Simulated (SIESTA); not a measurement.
## Sn under changes of volume

One of the cells (34.479 Å³/atom); the others are scaled copies at fixed shape and fractional positions:

```
CELL_PARAMETERS angstrom
0.00000 3.25476 3.25476
3.25476 0.00000 3.25476
3.25476 3.25476 0.00000
ATOMIC_POSITIONS crystal
Sn 0.75000 0.75000 0.75000
Sn 0.50000 0.50000 0.50000
```

This isn't the form of Sn at room conditions, which is tetragonal (white tin).

```yaml
Program: SIESTA 5.4.2
Functional: PBE
Potentials_or_basis: PseudoDojo 0.4 standard (PBE files)
Basis: DZP (energy shift 0.003 Ry; two zetas on semicore shells)
Grid_cutoff: 500 Ry
Energy_shift: 0.003 Ry
k_mesh: 7 × 7 × 7
Occupations: fermi-dirac, width 0.05 eV
Spin: no spin polarisation
```

```tsv
volume (Å³/atom)	energy over the lowest point (meV/atom)	pressure (GPa)
31.775	107.45	8.0
32.451	76.64	6.6
33.127	51.73	5.3
34.479	?	?
35.155	7.12	2.2
35.831	0.00	1.3
```

What does the run at 34.479 Å³/atom give?

Energy over the lowest point 18.09 meV/atom; pressure 3.1 GPa.

Worked out: A Birch-Murnaghan fit of order 3 (a polynomial in V^(-2/3)) to the other rows has no minimum within the range. It gives 17.71 meV/atom at 34.479 Å³/atom, against the run's 18.09, and -dE/dV = 3.0 GPa, against 3.1.

Energies are extrapolated to zero smearing.

Caveats: the basis of atomic orbitals isn't converged, which shifts pressures, moduli and gaps.
